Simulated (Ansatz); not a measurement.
**SiC (Fm-3m): seeking the equilibrium cell**

Aim: the volume at which the pressure of SiC (Fm-3m) vanishes.

Method: DFT r²SCAN, scalar-relativistic, plane waves, PAW, in Ansatz 0.2.0.

### 1 The system as given

The structure is cubic, space group Fm-3m (No. 225). The conventional cell has a = 4.176 Å, b = 4.176 Å, c = 4.176 Å, α = 90.00°, β = 90.00°, γ = 90.00°. Around C (site symmetry m-3m) lie 6 Si at 2.09 Å. Si (site symmetry m-3m) has 6 C at 2.09 Å as nearest neighbours.

Structure file:

```
CELL_PARAMETERS angstrom
0.00000 2.08810 2.08810
2.08810 0.00000 2.08810
2.08810 2.08810 0.00000
ATOMIC_POSITIONS crystal
C 0.00000 0.00000 0.00000
Si 0.50000 0.50000 0.50000
```

### 2 First run, at the start cell

Input file input.yaml:

```yaml
crystal:
  lattice:
    - [0.0, 2.08810077, 2.08810077]
    - [2.08810077, 0.0, 2.08810077]
    - [2.08810077, 2.08810077, 0.0]
  atoms:
    - { symbol: C, position: [0.0, 0.0, 0.0] }
    - { symbol: Si, position: [0.5, 0.5, 0.5] }
basis:
  ecutwfc: 420
  ecutrho_ratio: 4
kpoints:
  mp_grid: { grid: [8, 8, 8] }
hamiltonian:
  xc: pbe
scf:
  occupations: { method: gaussian, width: 0.05 }
output:
  forces: true
  stress: true
  eigenvalues: true
```

On the command line:

```
$ ansatz run input.yaml --threads 1 --pin off --max-ram 2560MiB --backend cpu --events-out ev --progress --plain --runs-dir out
```

After this run come: A new volume, run 2; Next volume, run 3; Another level, run 4; Next volume, run 5; Next volume, run 6; A new volume, run 7.

**Question.** What will these runs give? Wanted: volume; pressure; conventional cell; gap on the mesh.

As calculated:

```
         quantity                                                                      value
           volume                                                              8.155 Å³/atom
         pressure                                                                  -0.02 GPa
conventional cell  a = 4.026 Å, b = 4.026 Å, c = 4.026 Å, α = 90.00°, β = 90.00°, γ = 90.00°
  gap on the mesh                                                               none (metal)
```

What this shows: The volume went from 9.10 to 8.16 Å³/atom (-10.4 %), where 0.02 GPa is left.
